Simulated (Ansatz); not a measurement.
Input and command of a plane-wave DFT calculation in Ansatz:

```yaml
crystal:
  lattice:
    - [1.5533326688, -2.6904511034, 0.0]
    - [0.0, 0.0, -4.9784048385]
    - [9.9672697357, 4.2597912319, 2.0745012962]
  atoms:
    - { symbol: Al, position: [0.15275, 1.3455570977, 0.8333333333] }
    - { symbol: Al, position: [-0.034725, 1.0330320977, 0.0833333333] }
    - { symbol: Al, position: [0.3611, 1.1372070977, 0.3333333333] }
    - { symbol: Al, position: [-0.243075, 1.2413820977, 0.5833333333] }
    - { symbol: Al, position: [-0.381975, 0.8802820977, 0.9166666667] }
    - { symbol: Al, position: [0.43055, 0.5677570977, 0.1666666667] }
    - { symbol: Al, position: [-0.173625, 0.6719320977, 0.4166666667] }
    - { symbol: Al, position: [0.2222, 0.7761070977, 0.6666666667] }
    - { symbol: "N", position: [0.15275, 0.9639429023, 0.8333333333] }
    - { symbol: "N", position: [-0.034725, 0.6514179023, 0.0833333333] }
    - { symbol: "N", position: [0.3611, 0.7555929023, 0.3333333333] }
    - { symbol: "N", position: [-0.243075, 0.8597679023, 0.5833333333] }
    - { symbol: "N", position: [-0.381975, 0.4986679023, 0.9166666667] }
    - { symbol: "N", position: [0.43055, 0.1861429023, 0.1666666667] }
    - { symbol: "N", position: [-0.173625, 0.2903179023, 0.4166666667] }
    - { symbol: "N", position: [0.2222, 0.3944929023, 0.6666666667] }
basis:
  ecutwfc: 500
kpoints:
  mp_grid: { grid: [7, 5, 2] }
hamiltonian:
  xc: r2scan
scf:
  occupations: { method: gaussian, width: 0.05 }
output:
  forces: true
  stress: true
  eigenvalues: true
```

```bash
ansatz run input.yaml --threads 2 --pin off --max-ram 5120MiB --backend cpu --events-out ev --progress --plain --runs-dir out
```

Processor: Arm Neoverse V1, 2 threads, on a host shared with other jobs.

**Question.** How long does it run, and how much memory does it take?

**Answer.** About 46 s on 2 threads of Arm Neoverse V1, on a shared host, peak memory 0.79 GiB. It solves 48 bands at 36 k points (the mesh reduced by symmetry) with about 4237 plane waves, in 15 SCF iterations.
